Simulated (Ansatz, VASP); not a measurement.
# PbSe (Clausthalite) in two plane-wave programs, part 2 of 2

Wanted: the spread between two codes on one cell, functional and k mesh.

VASP 6.6.1 and Ansatz 0.2.0.

So far: Set-up; VASP: band structure, PBE0.

## 3. Ansatz: band structure, PBE0

Level of this step: Ansatz beside VASP: Kohn-Sham DFT, plane waves, PBE0 (Ansatz).

Ansatz runs on its default PAW (the set named soft_2) files.

The same cell, functional, mesh and smearing now go to Ansatz, which takes its cutoff from its data sets.

The input, input.yaml:

```yaml
crystal:
  lattice:
    - [0.0, 3.06065, 3.06065]
    - [3.06065, 0.0, 3.06065]
    - [3.06065, 3.06065, 0.0]
  atoms:
    - { symbol: Pb, position: [0.0, 0.0, 0.0] }
    - { symbol: Se, position: [0.5, 0.5, 0.5] }
hamiltonian:
  xc: pbe0
  pseudopotentials: { kind: paw }
kpoints:
  mp_grid: { grid: [4, 4, 4] }
  band_path:
    path:
      - [0.0, 0.0, 0.0]
      - [0.5, 0.0, 0.5]
      - [0.5, 0.2, 0.7]
      - [0.4, 0.35, 0.75]
      - [0.15, 0.15, 0.3]
      - [0.2, 0.2, 0.2]
      - [0.5, 0.5, 0.5]
      - [0.55, 0.4, 0.55]
      - [0.6, 0.25, 0.65]
      - [0.5, 0.25, 0.75]
      - [0.5, 0.5, 0.5]
      - [0.375, 0.375, 0.75]
      - [0.5, 0.0, 0.5]
    npoints: 1
scf:
  occupations: { method: gaussian, width: 0.02 }
  n_extra_bands: 7
output:
  forces: true
  stress: true
  eigenvalues: true
  write_density: true
  write_potential: true
  elf: true
  volumetric_format: npy
```

The run is started by

```
$ ansatz run input.yaml --threads 4 --pin off --max-ram 9216MiB --backend cpu --events-out ev --progress --plain --runs-dir out
```

Numbers of over 12 decimals in the logs are rounded to 6 here.

The program printed:

```text
Warning: output.stress: scf.convergence.dr2_threshold = 1e-7 eV (the SCF's general default) is looser than the 2e-10 eV advised for a printed stress (1e-10 eV for each atom of the cell: 2). What an SCF threshold leaves in a stress goes as its square root, and in the free energy as the threshold itself, and one threshold admits the most on a small cell: [figures from the program's tests cut] Set scf.convergence.dr2_threshold to 2e-10 eV or tighter. The threshold is an SCF's pass mark: one that does not reach it within its budget of iterations ends unconverged, or closes short of it on a stop that the run arms, and scf.convergence.dr2_threshold's page says what that costs each kind of run
Warning: output.stress: scf.exx.energy_threshold = 1e-6 eV is looser than the 2e-8 eV advised for a stress under a hybrid functional (1e-8 eV for each atom of the cell: 2). Every SCF of the exchange loop can meet its threshold on dr2 while the loop round them stops early: no threshold on dr2 bounds what that leaves in the stress. Set scf.exx.energy_threshold to 2e-8 eV or tighter. The threshold is the loop's pass mark: a loop that does not reach it within its budget of cycles ends unconverged, and scf.exx.energy_threshold's page has the law
scf.n_extra_bands = 7 over 15 filled bands (N_el = 30.0): the run solves 22 bands
Engine: ansatz 0.2.0, aarch64-unknown-linux-gnu
Pseudopotentials: kind: paw
Pseudopotential: Pb, paw, valence charge 14, recommended cutoff 420 eV (normal), Pb.paw.azcp
Pseudopotential: Se, paw, valence charge 16, recommended cutoff 420 eV (normal), Se.paw.azcp
Functional definition: PBE0
  parameter a = 0.25
  parameter kappa = 0.804
  parameter beta = 0.066725
  exchange = (1 - a)*pbe_x(kappa = kappa, mu = beta*pi^2/3) + a*exact_x
  correlation = pbe_c(beta = beta)
Crystal: 2 atoms, lattice volume = 57.342 Å³
Basis set: ecut = 420 eV, 1139 PW (Γ), exchange–correlation on 60×60×60 points (8 copies of the dense FFT grid, shifted against one another)
Bands: 22, of which v1, the nominal top of the filled ones, is band 15 counted from 1 (14 counted from 0)
Symmetry: 48 space group operations
Space group: Fm-3m (ITA 225), of the structure as read, at distance tolerance 3.9e-5 Å
k-points: 8 of 64
Non-local potential: Pb, projectors of the file, l = 0: 2, l = 1: 2, l = 2: 2, l = 3: 2
Non-local potential: Se, projectors of the file, l = 0: 2, l = 1: 2, l = 2: 3, l = 3: 1
PAW form: soft (Blöchl's): semilocal exchange-correlation on the pseudo side does not see the compensation charge
PAW frozen core: Pb, regenerated for the run's functional, and the local potential with it (the file was generated under x = pbe(κ = 0.804, μ = 0.219515), c = pbe(β = 0.066725))
PAW frozen core: Se, regenerated for the run's functional, and the local potential with it (the file was generated under x = pbe(κ = 0.804, μ = 0.219515), c = pbe(β = 0.066725))
PAW one-centre angular grid: Pb, 590 points (default); XC on 64 Gauss nodes
PAW one-centre angular grid: Se, 590 points (default); XC on 64 Gauss nodes
Initial density: superposition of atomic densities (neutral atoms: chi_scale 0, normalization atom), corrected by the library's trained network
Initial wavefunctions: pseudopotential atomic-orbital guess
Functional: x = pbe(κ = 0.804, μ = 0.219515), c = pbe(β = 0.066725), warm-up for x = 0.75 pbe(κ = 0.804, μ = 0.219515) + 0.25 exact, c = pbe(β = 0.066725)
SCF iter   1: F=—  HF=-17376.593714 eV  |F-HF|=—  |Δ(HF+E_count)|=         —  Δρ=8.09e-4  dr2=2.75e-4  ethr=1.77e-3  ⟨swp⟩=13.0  Hψ=830  notcnv=0
preconditioner: auto → none  [insulator: Δε(μ)=0.287 eV  Ē_g=17.911 eV  σ=0.020 eV  W_gap=1.00  n_scr=14 (ndim 8)  ℏωp=21.9 eV  f_vac=0.019  D(μ)=0.00/eV (n_scr^D=0)]
SCF iter   2: F=—  HF=-17376.593878 eV  |F-HF|=—  |Δ(HF+E_count)|=   1.64e-4  Δρ=3.12e-4  dr2=5.77e-5  ethr=9.17e-7  ⟨swp⟩=5.2  Hψ=607  notcnv=0  defer=6
iter 3 solved again at ethr=1.67e-8 eV; its pass at ethr=1.92e-7 eV (dr2=5.00e-6 eV) is discarded
SCF iter   3: F=-17376.593907 eV  HF=-17376.593897 eV  |F-HF|=9.45e-6  |Δ(HF+E_count)|=   1.91e-5  Δρ=1.36e-4  dr2=5.19e-6  ethr=1.67e-8  ⟨swp⟩=3.0  Hψ=634  notcnv=0
SCF 1 stopped early in 3 iterations: F = -17376.593907 eV  dr2 = 5.19e-6
  greatest PAW one-centre occupation: 1.000 electrons in one spin orbital (limit 2), on the Se atom at site 1 (counted from 0), in its partial waves of l = 2
Initial density: handed on by an earlier stage of this run
Initial wavefunctions: those handed on with the density
Functional: x = 0.75 pbe(κ = 0.804, μ = 0.219515) + 0.25 exact, c = pbe(β = 0.066725)
Frozen-core exchange: fock
SCF iter   1: F=—  HF=-17378.606811 eV  |F-HF|=—  |Δ(HF+E_count)|=         —  Δρ=5.20e-3  dr2=1.58e-2  ethr=1.73e-7  ⟨swp⟩=9.2  Hψ=952  notcnv=0
preconditioner: auto → none  [insulator: Δε(μ)=1.259 eV  Ē_g=20.584 eV  σ=0.020 eV  W_gap=1.00  n_scr=14 (ndim 8)  ℏωp=21.9 eV  f_vac=0.019  D(μ)=0.00/eV (n_scr^D=0)]
SCF iter   2: F=—  HF=-17378.598603 eV  |F-HF|=—  |Δ(HF+E_count)|=   8.21e-3  Δρ=2.27e-3  dr2=3.09e-3  ethr=1.73e-7  ⟨swp⟩=4.8  Hψ=632  notcnv=0
SCF iter   3: F=—  HF=-17378.607297 eV  |F-HF|=—  |Δ(HF+E_count)|=   8.69e-3  Δρ=1.38e-3  dr2=1.15e-3  ethr=1.73e-7  ⟨swp⟩=4.1  Hψ=602  notcnv=0
SCF iter   4: F=—  HF=-17378.606951 eV  |F-HF|=—  |Δ(HF+E_count)|=   3.46e-4  Δρ=3.91e-4  dr2=1.41e-4  ethr=1.73e-7  ⟨swp⟩=4.0  Hψ=466  notcnv=0
SCF iter   5: F=—  HF=-17378.607255 eV  |F-HF|=—  |Δ(HF+E_count)|=   3.04e-4  Δρ=2.21e-4  dr2=6.25e-5  ethr=1.73e-7  ⟨swp⟩=3.2  Hψ=320  notcnv=0
SCF iter   6: F=-17378.607246 eV  HF=-17378.607246 eV  |F-HF|=4.67e-7  |Δ(HF+E_count)|=   8.47e-6  Δρ=3.29e-5  dr2=8.99e-7  ethr=1.73e-7  ⟨swp⟩=3.4  Hψ=333  notcnv=0
SCF 2 stopped early in 6 iterations: F = -17378.607246 eV  dr2 = 8.99e-7
hybrid outer 1: dexx = +1.105e-2 eV, tail = 4.81e-5 eV
Frozen-core exchange: fock
SCF iter   1: F=—  HF=-17378.607317 eV  |F-HF|=—  |Δ(HF+E_count)|=         —  Δρ=6.19e-5  dr2=1.13e-6  ethr=8.02e-7  ⟨swp⟩=4.1  Hψ=405  notcnv=0
preconditioner: auto → none  [insulator: Δε(μ)=1.285 eV  Ē_g=20.572 eV  σ=0.020 eV  W_gap=1.00  n_scr=14 (ndim 8)  ℏωp=21.9 eV  f_vac=0.019  D(μ)=0.00/eV (n_scr^D=0)]
SCF iter   2: F=—  HF=-17378.607318 eV  |F-HF|=—  |Δ(HF+E_count)|=   7.86e-7  Δρ=3.10e-5  dr2=2.39e-7  ethr=3.65e-9  ⟨swp⟩=4.0  Hψ=490  notcnv=0
SCF iter   3: F=—  HF=-17378.607318 eV  |F-HF|=—  |Δ(HF+E_count)|=   2.36e-8  Δρ=1.07e-5  dr2=2.25e-8  ethr=7.85e-10  ⟨swp⟩=2.5  Hψ=310  notcnv=0  defer=2
SCF iter   4: F=-17378.607318 eV  HF=-17378.607318 eV  |F-HF|=2.84e-10  |Δ(HF+E_count)|=   1.14e-8  Δρ=3.08e-6  dr2=3.78e-9  ethr=6.79e-11  ⟨swp⟩=4.8  Hψ=444  notcnv=0  defer=1
SCF 3 converged in 4 iterations: F = -17378.607318 eV  dr2 = 3.78e-9
  Residual-converged pass: ⟨swp⟩=3.0  Hψ=347  notcnv=0  max |occ|·‖R‖ = 2.3e-6 eV (tolerance 2.4e-6 eV)  dr2=3.76e-9  dr2_onsite=1.05e-9  max |Δocc| = 0.0e0
hybrid outer 2: dexx = +5.220e-7 eV, tail = 2.75e-8 eV, Δε = 1.85e-3 eV (about 7.05e-5 eV left of the loop's levels)
NSCF: frozen V_eff on 13 k-points
hybrid SCF converged: 2 outer / 10 inner (+3 warm-up), last move |dexx| = 5.22e-7 eV, tail = 2.75e-8 eV
Stability not checked: this state was not tested for a lower state beside it, because the functional holds exact exchange (a hybrid, or Hartree-Fock), whose exchange loop this test does not read (fock_operator; see scf.lower_state_search)
Free energy (F): -17378.607318 eV
Frozen-core exchange: fock
Harris-Foulkes:  -17378.607318 eV  (|F-HF|=2.84e-10)
Internal energy: -17378.607318 eV  (E = F + TS)
E sigma→0 (E₀):  -17378.607318 eV
Fermi energy:    9.103291 eV
--- Per-component energies (eV) ---
  E_band       = -508.183008
  E_kinetic    = 404.882360
  E_local      = -3527.927754  (includes V_loc(G=0)·N_el)
  E_nonlocal   = -246.192135
  E_hartree    = 1644.857110
  E_xc         = -250.429701
  E_vxc        = -178.606675  (∫ρ·V_xc dr)
  E_exx        = -111.950432  (= α·E_x^exact, valence–valence)
  E_paw        = -12279.411501  (= ΣΔE_a)
  E_vpaw       = -26.149494  (= ΣTr[D̂ρ^β])
  E_aug_tail   = -0.000503  (compensation charges beyond the density's cutoff)
  E_ewald      = -3011.707258
  E_core_change = -0.727505  (= ΣΔE_core)
  E_smearing   = -0.000000  (= −TS)
  E_closure    = 0.000000  (closes the sum)
  Σ components = -17378.607318   (vs F -17378.607318, Δ=3.64e-12)
--- Forces (eV/Å), atoms counted from 1 ---
  atom   1  Pb    -0.00000000     0.00000000     0.00000000
  atom   2  Se    -0.00000000     0.00000000     0.00000000
  max |Σ_I F_I| component: 3.64e-29 eV/Å
--- Stress (GPa, compression-positive) ---
        1.385231      -0.000000       0.000000
       -0.000000       1.385231      -0.000000
       -0.000000       0.000000       1.385231
  P = ⅓ Tr σ = 1.3852 GPa (13.852 kbar)
--- Band table (eV; the first three rows and the last of 8) ---
  k-point 0: bands = [... 11 lower, 1.7192, 6.1905, 6.1905, 6.1905, 14.6092, 14.6092, 14.6092, 16.2624, ... 3 higher]
  k-point 1: bands = [... 11 lower, 0.1607, 6.3823, 6.3823, 7.3152, 11.7270, 12.5567, 12.5567, 16.2717, ... 3 higher]
  k-point 2: bands = [... 11 lower, -1.2908, 6.6436, 6.6436, 8.4606, 9.7460, 11.2242, 11.2242, 18.4309, ... 3 higher]
  k-point 7: bands = [... 11 lower, -0.3404, 3.5565, 3.5565, 7.4870, 11.4726, 14.7817, 14.7817, 17.6790, ... 3 higher]
```

Run time: 23 s. Hardware: 4 threads of Arm Neoverse V1, shared host; peak memory 0.79 GiB; 83 s of CPU time.

Reading the cycles: dr2 is the Hartree energy of the density residual (eV), the measure of convergence; HF is the Harris–Foulkes estimate of the energy, which meets the free energy F at convergence.

## 4. Differences

Known differences besides the potentials themselves: exact exchange at q = 0 is treated differently, which shows on coarse meshes; VASP keeps PBE cores, Ansatz makes them for the functional; the data sets hold 30 valence electrons in Ansatz (default PAW (the set named soft_2) files) and 20 in VASP; the cutoff is 420 eV in Ansatz and 400 eV in VASP; VASP takes a coarser grid for exact exchange (PRECFOCK = Fast). Total energies have different zeros and are not compared.

Compared:

```
                     quantity  Ansatz   VASP  difference
gap over the path points (eV)   1.285  1.287      -0.001
```

Levels at points of the path, from each program's valence-band top (eV; 4 filled, then empty):

```
k (reciprocal lattice)                                  Ansatz                                    VASP
     0.000 0.000 0.000  -6.74 -2.27 -2.27 -2.27 6.15 6.15 6.15  -6.77 -2.28 -2.28 -2.28 6.17 6.17 6.17
     0.500 0.000 0.500  -8.03 -5.75 -3.78 -3.78 4.76 7.15 7.15  -8.02 -5.74 -3.79 -3.79 4.78 7.15 7.15
     0.500 0.200 0.700  -8.74 -5.17 -4.61 -1.37 3.49 5.90 6.72  -8.74 -5.17 -4.60 -1.36 3.48 5.89 6.72
     0.400 0.350 0.750  -8.83 -5.24 -3.57 -2.40 4.40 5.49 6.87  -8.83 -5.24 -3.57 -2.40 4.39 5.48 6.88
     0.150 0.150 0.300  -8.13 -3.06 -1.76 -0.79 2.89 3.71 5.53  -8.14 -3.06 -1.76 -0.80 2.89 3.71 5.53
     0.200 0.200 0.200  -7.85 -2.15 -2.15 -1.45 3.91 4.59 4.59  -7.85 -2.15 -2.15 -1.46 3.91 4.60 4.60
     0.500 0.500 0.500   -9.75 -1.82 -1.82 0.00 1.28 2.76 2.76   -9.76 -1.82 -1.82 0.00 1.29 2.78 2.78
     0.550 0.400 0.550  -9.55 -3.18 -2.23 -1.16 2.46 3.43 4.59  -9.56 -3.19 -2.23 -1.16 2.46 3.44 4.60
     0.600 0.250 0.650  -8.83 -5.24 -3.57 -2.40 4.40 5.49 6.87  -8.83 -5.24 -3.57 -2.40 4.39 5.48 6.88
     0.500 0.250 0.750  -8.80 -4.90 -4.90 -0.97 3.01 6.32 6.32  -8.80 -4.90 -4.90 -0.97 3.00 6.32 6.32
```

Among the levels compared at these points, filled levels agree within 33 meV and empty ones within 22 meV.

## 5. Summary of results

```
difference in gap over the path points (band structure, PBE0) : -0.0012 eV
```

In words: The difference in gap over the path points is -0.0012 eV (band structure, PBE0), within the 0.08 eV picked in this series as the mark of a large difference. How closely two codes agree says nothing of how well the functional describes the real material.

[Lines on the potential files, build, host, timing and source positions are cut from VASP's logs without a mark.]

[Logs are printed without paths, hosts, clocks, repeated set-up lines and the standing remarks that a program may print on its own settings, such as how far it seeks lower states.]

[Hosts, paths, dates, database ids (printed as entryN), source tags and the programs' standing remarks are cut or masked in the printed files.]
